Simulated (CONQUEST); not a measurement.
Runs of CONQUEST 1.3 on SrCl2. All rows change the cell; the cell of one of them follows. The structure is cubic, space group Fm-3m (No. 225). Conventional cell: a = 6.785 Å, b = 6.785 Å, c = 6.785 Å, α = 90.00°, β = 90.00°, γ = 90.00°. Sr (site symmetry m-3m) has 8 Cl at 2.94 Å as nearest neighbours. Cl (site symmetry -43m) has 4 Sr at 2.94 Å as nearest neighbours. 

| task | level | potentials or basis | spin | fixed moment (μB) | cell | smearing | gap on the mesh (eV) | pressure (GPa) | moment (μB) |
| --- | --- | --- | --- | --- | --- | --- | --- | --- | --- |
| single point | BLYP | PseudoDojo NC PBE, DZP, grid cutoff 100 Ha | collinear, antiferromagnetic start | - | volume scaled by 0.92 | fermi-dirac 0.05 eV | 5.41 | 7.7 | 0.00 |
| single point | LDA-PZ | PseudoDojo NC LDA, SZP, grid cutoff 80 Ha | off | - | volume scaled by 0.88 | fermi-dirac 0.027 eV | (a) | 3.8 | - |
| single point | OLYP | PseudoDojo NC PBE, SZP, grid cutoff 80 Ha | collinear, ferromagnetic start | 0 | edges of the box strained at random at fixed volume | methfessel-paxton of order 1 0.1 eV | - | 4.0 | 0.00 |
| band structure | BLYP | PseudoDojo NC PBE, DZP, grid cutoff 100 Ha | collinear, antiferromagnetic start | - | volume scaled by 0.92 | fermi-dirac 0.05 eV | - | - | 0.00 |

Alike in all rows: k mesh 4 × 4 × 3.

**Question.** Estimate the missing entries.

**Answer.** (a) 4.89.

Caveats: the basis of atomic orbitals isn't converged, which shifts pressures, moduli and gaps; the potentials were made for another functional, which shifts forces and pressure (some runs); an odd mesh through Γ misses points on the zone boundary, where band edges often lie (some runs); the atomic basis is small (some runs); the real-space grid breaks the cell's symmetry a little (some runs); the total moment is fixed, so each spin has its own Fermi level (some runs); the box holds several primitive cells, so bands are folded and the points are those of the box's own zone (some runs).

A k mesh can miss the band edges, and the runs leave out spin-orbit coupling on Sr.

Runs at the PBE level aren't shown here.
